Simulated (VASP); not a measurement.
Write the native input for VASP 6.6.1 that does the following.

* Task: single point
* Functional: PBE
* Potentials or basis: VASP PAW PBE potentials, release 64 (C)
* Cutoff: 520 eV
* k mesh: 6 × 6 × 6
* Occupations: gaussian, width 0.1 eV
* Spin: no spin polarisation
* Dipole correction: no
* Further INCAR settings: ALGO = Fast; EDIFF = 1e-07; NBANDS = 21

The structure of C lies in POSCAR:

```
C
1.0
   -2.1496046100      2.1496046100      2.1496046100
    2.1496046100     -2.1496046100      2.1496046100
    2.1496046100      2.1496046100     -2.1496046100
C
6
Direct
    0.7500000000      0.2500000000      0.5000000000
    0.2500000000      0.7500000000      0.5000000000
    0.5000000000      0.2500000000      0.7500000000
    0.7500000000      0.5000000000      0.2500000000
    0.5000000000      0.7500000000      0.2500000000
    0.2500000000      0.5000000000      0.7500000000
```

The cell was built by a generator and needn't be a form met in nature.

One way to write it, as run:

INCAR

```
  PREC = Accurate
  ENCUT = 520
  EDIFF = 1E-7
  ISMEAR = 0
  SIGMA = 0.1
  LREAL = False
  LASPH = True
  NELM = 100
  ALGO = Fast
  ISIF = 2
  LWAVE = False
  LCHARG = False
  GGA = PE
  NBANDS = 21
```

KPOINTS

```
regular mesh
0
Gamma
  6 6 6
```

Potentials or basis: VASP PAW PBE potentials, release 64 (C).

Run with:

```bash
$ cat potpaw_PBE.64/C/POTCAR > POTCAR
$ mpirun -np 1 vasp_std > vasp.out
```

It gave:

```
Pressure               : 21.8 GPa
Band gap on the k mesh : 2.73 eV, indirect (least direct gap 3.40 eV)
```

Caveat: so large a pressure means that the cell lies far from this level's equilibrium, or that cutoff or potentials fall short.

Wall time 18 s on 1 thread of AMD EPYC 7R13 Processor (Zen 3), on a shared host, peak memory 0.11 GiB.
